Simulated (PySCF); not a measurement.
Isomers of C7H8O, one conformer each; single-point electronic energies without zero-point terms and without any empirical dispersion term.

Computed with PySCF at wB97X-D/pcSseg-2, non-relativistic, each on one gas-phase PBE0-D3(BJ)/def2-TZVP geometry that isn't relaxed in the solvent. The solvent is an IEF-PCM continuum (van der Waals radii × 1.2). Only the electrostatic response of the medium enters.

```csv
isomer,"relative energy, gas (kJ/mol)",dipole (D)
`c1(CO)ccccc1`,0.0,1.51
`COc1ccccc1`,21.2,1.31
```

How do the relative energies look in chloroform (ε = 4.711)?

```
        isomer  relative energy, solvent (kJ/mol)  E(solvent) − E(gas) (kJ/mol)  dipole in solvent (D)
`c1(CO)ccccc1`                                0.0                         -17.4                   1.79
  `COc1ccccc1`                               26.2                         -12.4                   1.64
```

The order is unchanged. Conformers: `[OH:1][CH2:2][c:3]1[cH:4][cH:5][cH:6][cH:7][cH:8]1` with H–O1–C2–C3 -55°, O1–C2–C3–C4 -37°; `[CH3:1][O:2][c:3]1[cH:4][cH:5][cH:6][cH:7][cH:8]1` with C1–O2–C3–C4 -179°. `c1(CO)ccccc1` gains most from the continuum, and it has the largest gas-phase dipole. The gains span 5.0 kJ/mol, the gas-phase energies 21.2 kJ/mol.
